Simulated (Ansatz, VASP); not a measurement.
TaN: VASP beside Ansatz

```
Ta N
1.0
     0.00000    2.17433    2.17433
     2.17433    0.00000    2.17433
     2.17433    2.17433    0.00000
Ta N
1 1
Direct
  0.50000 0.50000 0.50000
  0.00000 0.00000 0.00000
```

Alike in both runs: functional LDA; k mesh 16 × 16 × 16; occupations gaussian, width 0.1 eV; no spin polarisation.

Ansatz relaxed the structure, and its values are those at the end. VASP's run is a single point on that final structure, the one shown.

|  | VASP | Ansatz |
| --- | --- | --- |
| version | VASP 6.6.1 | Ansatz 0.2.0 |
| potentials or method | VASP PAW LDA potentials, release 64 (Ta_pv, N) | scalar-relativistic, plane waves, PAW |
| plane-wave cutoff (eV) | 520 | 420 |
| valence electrons in the cell | 16 | 18 |

Ansatz gave:

| Property | Result |
| --- | --- |
| gap on the k mesh at the Fermi level (eV) | none |
| pressure (GPa) | 0.0 |

Question: Which values does VASP return?

Answer: gap on the k mesh at the Fermi level (eV): none; pressure (GPa): 2.0.

A gap of «none» marks a metal or a gap that the smearing closes. The two sets of potentials don't hold the same shells in valence.

Spin-orbit coupling is left out, which matters for the levels of Ta.
